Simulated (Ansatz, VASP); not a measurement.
Two plane-wave programs on LiSe3

```
CELL_PARAMETERS angstrom
5.26663 0.00000 0.00000
0.00000 3.64885 0.00000
-1.19664 0.00000 9.11397
ATOMIC_POSITIONS crystal
Se 0.76200 0.25000 0.55400
Se 0.23800 0.75000 0.44600
Se 0.45600 0.25000 0.17400
Se 0.54400 0.75000 0.82600
Se 0.88800 0.25000 0.16900
Se 0.11200 0.75000 0.83100
Li 0.28500 0.25000 0.65600
Li 0.71500 0.75000 0.34400
```

The cell was built by a generator and needn't be a form met in nature.

Alike in both runs: task single point; functional r2SCAN; k mesh 4 × 5 × 2; occupations fermi-dirac, width 0.0993 eV; no spin polarisation.

|  | VASP | Ansatz |
| --- | --- | --- |
| version | VASP 6.6.1 | Ansatz 0.2.0 |
| potentials or method | VASP PAW PBE potentials, release 64 (Se, Li_sv) | PAW plane waves |
| plane-wave cutoff (eV) | 520 | 500 |
| valence electrons in the cell | 42 | 102 |

|  | VASP | Ansatz | Ansatz less VASP |
| --- | --- | --- | --- |
| gap on the k mesh at the Fermi level (eV) | none | none | - |
| rms of the force components (eV/Å) | 0.401 | 0.392 | -0.0088 |

A gap of «none» marks a metal or a gap that the smearing closes. The two sets of potentials don't hold the same shells in valence.

Caveats: the PAW data sets were made with another functional, which shifts forces and pressure a little (VASP).
